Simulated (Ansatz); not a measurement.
# ThSb (Fm-3m) (64 atoms): atom by atom

The starting structure: ThSb, space group Fm-3m, structure from the Crystallography Open Database, 2 x 2 x 2 conventional cells; every coordinate displaced by a Gaussian of 0.04 Å.

Calculated values (Ansatz 0.2.0, Kohn-Sham DFT, PBE, norm-conserving pseudopotentials, plane waves; cutoff 1088.46 eV, Γ point, fermi-dirac smearing of 0.05 eV) for step 2 of a relaxation.

Cell vectors (Å):

```
12.636 0.000 0.000
0.000 12.636 0.000
0.000 0.000 12.636
```

Positions (Å):

```
1 Th 12.576 12.616 12.622
2 Th 12.607 3.171 3.184
3 Th 3.144 0.008 3.096
4 Th 3.166 3.163 0.019
5 Sb 3.187 12.591 12.631
6 Sb 0.032 3.175 12.602
7 Sb 12.590 0.007 3.164
8 Sb 3.199 3.138 3.199
9 Th 12.610 12.616 6.316
10 Th 12.621 3.136 9.483
11 Th 3.131 0.002 9.415
12 Th 3.182 3.109 6.327
13 Sb 3.144 12.626 6.360
14 Sb 0.034 3.156 6.300
15 Sb 0.016 12.623 9.457
16 Sb 3.119 3.131 9.479
17 Th 12.573 6.308 12.600
18 Th 12.597 9.489 3.168
19 Th 3.192 6.352 3.177
20 Th 3.087 9.487 12.609
21 Sb 3.176 6.326 12.630
22 Sb 12.595 9.480 0.029
23 Sb 0.016 6.333 3.166
24 Sb 3.127 9.474 3.107
25 Th 12.620 6.306 6.286
26 Th 12.622 9.463 9.491
27 Th 3.174 6.327 9.486
28 Th 3.158 9.428 6.280
29 Sb 3.144 6.345 6.292
30 Sb 0.054 9.496 6.332
31 Sb 0.006 6.298 9.462
32 Sb 3.128 9.468 9.422
33 Th 6.286 12.628 0.009
34 Th 6.312 3.156 3.133
35 Th 9.460 12.610 3.174
36 Th 9.461 3.139 0.012
37 Sb 9.445 0.033 0.024
38 Sb 6.324 3.147 0.002
39 Sb 6.340 0.002 3.130
40 Sb 9.475 3.169 3.111
41 Th 6.274 12.551 6.340
42 Th 6.279 3.149 9.444
43 Th 9.438 0.014 9.501
44 Th 9.521 3.152 6.337
45 Sb 9.498 0.006 6.343
46 Sb 6.331 3.213 6.358
47 Sb 6.307 12.562 9.440
48 Sb 9.443 3.121 9.444
49 Th 6.251 6.318 0.006
50 Th 6.304 9.466 3.110
51 Th 9.520 6.286 3.140
52 Th 9.430 9.476 0.022
53 Sb 9.503 6.362 12.630
54 Sb 6.327 9.489 0.044
55 Sb 6.279 6.316 3.142
56 Sb 9.466 9.523 3.127
57 Th 6.286 6.279 6.319
58 Th 6.292 9.444 9.457
59 Th 9.507 6.314 9.488
60 Th 9.497 9.485 6.362
61 Sb 9.471 6.311 6.304
62 Sb 6.351 9.458 6.353
63 Sb 6.321 6.300 9.491
64 Sb 9.456 9.442 9.477
```

Q: Give the force on every atom.

Columns: atom, fx, fy, fz (forces in eV/Å).

```
1 0.390 0.223 0.029
2 0.283 -0.018 -0.328
3 0.041 -0.152 0.548
4 0.114 -0.149 -0.001
5 -0.558 0.353 -0.358
6 -0.248 -0.224 0.318
7 0.248 0.044 -0.098
8 -0.400 0.252 -0.168
9 0.227 0.223 -0.053
10 -0.149 0.046 -0.197
11 0.259 -0.154 0.650
12 0.006 0.392 0.038
13 -0.140 -0.234 -0.761
14 -0.035 -0.096 0.184
15 -0.332 -0.022 0.133
16 0.082 0.249 0.129
17 0.626 0.136 0.204
18 0.117 -0.021 0.084
19 -0.337 -0.314 -0.231
20 0.381 -0.203 -0.158
21 -0.588 -0.060 0.100
22 -0.120 -0.132 -0.143
23 0.115 -0.035 -0.266
24 0.021 0.156 0.120
25 0.026 0.148 0.199
26 -0.074 -0.007 0.063
27 -0.081 -0.187 -0.154
28 0.339 0.460 -0.093
29 -0.092 -0.559 0.278
30 -0.334 -0.271 -0.028
31 0.116 0.016 -0.106
32 0.059 0.080 0.161
33 0.265 0.087 -0.283
34 0.161 0.031 0.316
35 0.058 0.409 0.066
36 0.258 0.393 -0.413
37 -0.116 -0.298 -0.039
38 -0.077 0.056 -0.206
39 -0.295 -0.056 0.298
40 -0.092 -0.227 0.453
41 0.315 0.644 -0.388
42 0.001 -0.197 0.411
43 0.294 -0.349 -0.015
44 -0.128 0.069 -0.421
45 -0.427 -0.075 -0.040
46 0.127 -0.781 -0.496
47 -0.128 0.384 0.342
48 0.011 0.295 0.323
49 0.637 0.000 -0.064
50 -0.055 0.085 0.656
51 -0.338 0.375 0.073
52 0.313 0.269 -0.337
53 -0.652 -0.370 0.016
54 -0.490 -0.149 -0.584
55 0.555 -0.048 0.159
56 -0.133 -0.529 0.478
57 0.162 0.509 -0.032
58 0.002 -0.104 0.411
59 -0.165 -0.243 -0.130
60 0.155 -0.050 -0.409
61 -0.160 0.023 0.054
62 -0.131 -0.289 -0.464
63 0.133 -0.057 -0.069
64 -0.025 0.252 0.237
```

Only the Γ point is sampled, in a cell whose shortest periodic width is 13 Å.

The r.m.s. force component is 0.281 eV/Å; the longest force, 0.934 eV/Å, acts on Sb46. The energy lies 7.7 meV/atom below that of the first step of this run.

[Logs are printed without paths, hosts, clocks, repeated set-up lines and the standing remarks that a program may print on its own settings, such as how far it seeks lower states.]

[Hosts, paths, dates, database ids (printed as entryN), source tags and the programs' standing remarks are cut or masked in the printed files.]
